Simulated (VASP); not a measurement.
**VASP 6.6.1, r²SCAN single-point calculation, MgO (strained database structure)**

INCAR

```
ALGO = Normal
LREAL = .FALSE.
ISMEAR = 0
EDIFF = 1E-7
LCHARG = .FALSE.
LASPH = .TRUE.
METAGGA = R2SCAN
LWAVE = .FALSE.
NBANDS = 16
PREC = Accurate
NELM = 120
ISIF = 2
IBRION = -1
NSW = 0
SIGMA = 0.01
ENCUT = 520
```

KPOINTS

```
KPOINTS created by Atomic Simulation Environment
0
Gamma
12 12 6
0 0 0
```

KPOINTS_OPT

```
special points
6
Reciprocal
0.0000000000 0.0000000000 0.0000000000 1
0.5000000000 0.0000000000 0.0000000000 1
0.3333333333 0.3333333333 0.0000000000 1
0.0000000000 0.0000000000 0.5000000000 1
0.5000000000 0.0000000000 0.5000000000 1
0.3333333333 0.3333333333 0.5000000000 1
```

POSCAR

```
Mg O
 1.0000000000000000
     3.4840796175216102   -0.0000000000288676    0.0000000000000000
    -1.7420398087358051    3.0173014575957189    0.0000000000000000
     0.0000000000000000    0.0000000000000000    4.0840324655000000
 Mg  O
   2   2
Cartesian
  1.7420398087691389  1.0057671525126612  3.0630243491250000
  0.0000000000166668  2.0115343050541901  1.0210081163750000
  1.7420398087691389  1.0057671525126612  1.0210081163750000
  0.0000000000166668  2.0115343050541901  3.0630243491250000
```

VASP ran with the recommended PBE PAW datasets (16 valence electrons in the cell).

Command

```
mpirun -np 1 vasp_std
```

From OUTCAR

```
k-points           NKPTS =     76   k-points in BZ     NKDIM =     76   number of bands    NBANDS=     16

   NELECT =      16.0000    total number of electrons

   dimension x,y,z NGX =    28 NGY =   28 NGZ =   30
   dimension x,y,z NGXF=    56 NGYF=   56 NGZF=   60

  energy-cutoff  :      520.00
  volume of cell :       42.93
      direct lattice vectors                 reciprocal lattice vectors
     3.484079618 -0.000000000  0.000000000     0.287019847  0.165710986  0.000000000
    -1.742039809  3.017301458  0.000000000     0.000000000  0.331421972  0.000000000
     0.000000000  0.000000000  4.084032465     0.000000000  0.000000000  0.244856036

 k-points in reciprocal lattice and weights: KPOINTS created by Atomic Simulation Env
   0.00000000  0.00000000  0.00000000       0.001
   0.08333333  0.00000000  0.00000000       0.007
   0.16666667  0.00000000  0.00000000       0.007
   0.25000000  0.00000000  0.00000000       0.007
   0.33333333  0.00000000  0.00000000       0.007
   0.41666667 -0.00000000  0.00000000       0.007
   0.50000000  0.00000000  0.00000000       0.003
   0.08333333  0.08333333  0.00000000       0.007
   ...

 E-fermi :   1.8053

 k-point     1 :       0.0000    0.0000    0.0000
  band No.  band energies     occupation
      1     -16.2635      2.00000
      2     -14.7975      2.00000
      3      -1.9713      2.00000
      4      -0.1090      2.00000
      5      -0.1090      2.00000
      6       0.9058      2.00000
      7       0.9058      2.00000
      8       1.7110      2.00000
      9       5.9425      0.00000
     10      12.4299      0.00000
     11      15.2221      0.00000
     12      15.2221      0.00000
     13      15.3398      0.00000
     14      18.5378      0.00000
     15      18.5378      0.00000
     16      18.7844      0.00000

 k-point     2 :       0.0833    0.0000    0.0000
  band No.  band energies     occupation
      1     -16.2291      2.00000
      2     -14.8053      2.00000
      3      -1.9169      2.00000
      4      -0.2122      2.00000
      5      -0.1687      2.00000
      6       0.7373      2.00000
      7       0.9456      2.00000
      8       1.6526      2.00000
      9       6.2474      0.00000
     10      12.6159      0.00000
     11      14.8077      0.00000
     12      15.1826      0.00000
     13      15.3603      0.00000
     14      18.1546      0.00000
     15      18.2240      0.00000
     16      18.4703      0.00000

 k-point     3 :       0.1667    0.0000    0.0000
  band No.  band energies     occupation
      1     -16.1298      2.00000
      2     -14.8305      2.00000
      3      -1.7579      2.00000
      4      -0.5328      2.00000
      5      -0.3110      2.00000
      6       0.4114      2.00000
      7       1.0337      2.00000
      8       1.4827      2.00000
      9       6.9966      0.00000
     10      13.0903      0.00000
     11      14.0264      0.00000
     12      14.6743      0.00000
     13      15.7538      0.00000
     14      17.4289      0.00000
     15      17.7532      0.00000
     16      17.8619      0.00000

 k-point     4 :       0.2500    0.0000    0.0000
  band No.  band energies     occupation
      1     -15.9797      2.00000
      2     -14.8785      2.00000
      3      -1.5072      2.00000
      4      -1.0069      2.00000
      5      -0.4746      2.00000
      6       0.1449      2.00000
      7       1.1234      2.00000
      8       1.2180      2.00000
      9       7.9020      0.00000
     10      12.9652      0.00000
     11      13.9391      0.00000
     12      14.1179      0.00000
     13      16.3317      0.00000
     14      16.7481      0.00000
     15      16.9692      0.00000
     16      17.8235      0.00000

 k-point     5 :       0.3333    0.0000    0.0000
  band No.  band energies     occupation
      1     -15.8025      2.00000
      2     -14.9522      2.00000
      3      -1.4646      2.00000
      4      -1.1914      2.00000
      5      -0.6162      2.00000
      6      -0.0354      2.00000
      7       0.8892      2.00000
      8       1.1917      2.00000
      9       8.7185      0.00000
     10      12.4120      0.00000
     11      13.2523      0.00000
     12      14.9205      0.00000
     13      16.2301      0.00000
     14      16.3425      0.00000
     15      16.9584      0.00000
     16      17.9664      0.00000

 k-point     6 :       0.4167   -0.0000    0.0000
  band No.  band energies     occupation
      1     -15.6370      2.00000
      2     -15.0410      2.00000
      3      -1.7795      2.00000
      4      -0.8706      2.00000
      5      -0.7102      2.00000
      6      -0.1421      2.00000
      7       0.5592      2.00000
      8       1.2322      2.00000
      9       9.2498      0.00000
     10      12.1233      0.00000
     11      12.7899      0.00000
     12      15.3624      0.00000
     13      15.9110      0.00000
     14      16.1970      0.00000
     15      17.4462      0.00000
     16      18.1201      0.00000

 k-point     7 :       0.5000    0.0000    0.0000
  band No.  band energies     occupation
      1     -15.5586      2.00000
      2     -15.0910      2.00000
      3      -1.8905      2.00000
      4      -0.7430      2.00000
      5      -0.7059      2.00000
      6      -0.1776      2.00000
      7       0.3914      2.00000
      8       1.2455      2.00000
      9       9.4206      0.00000
     10      12.0593      0.00000
     11      12.6288      0.00000
     12      15.3385      0.00000
     13      15.8035      0.00000
     14      16.3684      0.00000
     15      17.6296      0.00000
     16      18.1830      0.00000

 k-point     8 :       0.0833    0.0833    0.0000
  band No.  band energies     occupation
      1     -16.1622      2.00000
      2     -14.8218      2.00000
      3      -1.8102      2.00000
      4      -0.3574      2.00000
      5      -0.3496      2.00000
      6       0.5234      2.00000
      7       0.9940      2.00000
      8       1.5385      2.00000
      9       6.7701      0.00000
     10      12.9651      0.00000
     11      14.2099      0.00000
     12      14.8344      0.00000
     13      15.6266      0.00000
     14      17.7555      0.00000
     15      17.8105      0.00000
     16      17.9833      0.00000

 k-point     9 :       0.1667    0.0833    0.0000
  band No.  band energies     occupation
      1     -16.0371      2.00000
      2     -14.8587      2.00000
      3      -1.6049      2.00000
      4      -0.7828      2.00000
      5      -0.5061      2.00000
      6       0.2960      2.00000
      7       1.0586      2.00000
      8       1.3214      2.00000
      9       7.5853      0.00000
     10      13.3186      0.00000
     11      13.7322      0.00000
     12      14.1615      0.00000
     13      16.0700      0.00000
     14      17.1608      0.00000
     15      17.3272      0.00000
     16      17.6712      0.00000

 k-point    10 :       0.2500    0.0833    0.0000
  band No.  band energies     occupation
      1     -15.8723      2.00000
      2     -14.9204      2.00000
      3      -1.3192      2.00000
      4      -1.2713      2.00000
      5      -0.6295      2.00000
      6       0.0942      2.00000
      7       1.0238      2.00000
      8       1.1211      2.00000
      9       8.4355      0.00000
     10      12.7237      0.00000
     11      13.4119      0.00000
     12      14.5149      0.00000
     13      16.2351      0.00000
     14      16.6267      0.00000
     15      17.0677      0.00000
     16      17.7881      0.00000

 k-point    11 :       0.3333    0.0833    0.0000
  band No.  band energies     occupation
      1     -15.6965      2.00000
      2     -15.0059      2.00000
      3      -1.6636      2.00000
      4      -0.9909      2.00000
      5      -0.7031      2.00000
      6      -0.0716      2.00000
      7       0.6863      2.00000
      8       1.1656      2.00000
      9       9.0960      0.00000
     10      12.3407      0.00000
     11      12.8186      0.00000
     12      15.2700      0.00000
     13      15.9651      0.00000
     14      16.2468      0.00000
     15      17.4009      0.00000
     16      17.9742      0.00000

 k-point    12 :       0.4167    0.0833    0.0000
  band No.  band energies     occupation
      1     -15.5618      2.00000
      2     -15.0881      2.00000
      3      -1.8773      2.00000
      4      -0.7319      2.00000
      5      -0.7159      2.00000
      6      -0.1696      2.00000
      7       0.4065      2.00000
      8       1.1878      2.00000
      9       9.4237      0.00000
     10      12.2246      0.00000
     11      12.4990      0.00000
     12      15.3130      0.00000
     13      16.0515      0.00000
     14      16.2823      0.00000
     15      17.5775      0.00000
     16      18.1000      0.00000

 ...

  Total        0.3565076      0.3565076      1.8167773      0.0000000      0.0000000      0.0000000
  in kB       13.3040348     13.3040348     67.7979127      0.0000000      0.0000000      0.0000000
  external PRESSURE =      31.4686608 kB  Pullay stress =       0.0000000 kB

 POSITION                                       TOTAL-FORCE (eV/Angst)
 -----------------------------------------------------------------------------------
      1.74204      1.00577      3.06302        -0.000000      0.000000      0.000000
      0.00000      2.01153      1.02101         0.000000     -0.000000      0.000000
      1.74204      1.00577      1.02101         0.000000     -0.000000      0.000000
      0.00000      2.01153      3.06302         0.000000     -0.000000     -0.000000
 -----------------------------------------------------------------------------------
    total drift:                               -0.000000      0.000000     -0.000000

  FREE ENERGIE OF THE ION-ELECTRON SYSTEM (eV)
  ---------------------------------------------------
  free  energy   TOTEN  =       -32.0506074133 eV

  energy  without entropy=      -32.0506074133  energy(sigma->0) =      -32.05060741
```

```json
{
  "gap between bands v and c": "4.23 eV",
  "least direct gap": "4.23 eV",
  "pressure": "3.1 GPa"
}
```

Band v is the last that the valence electrons fill when counted band by band, and c is the next.

The run took about 2.2 min on one core of a shared host (Intel Xeon Platinum 8488C) and held 0.23 GiB at most.
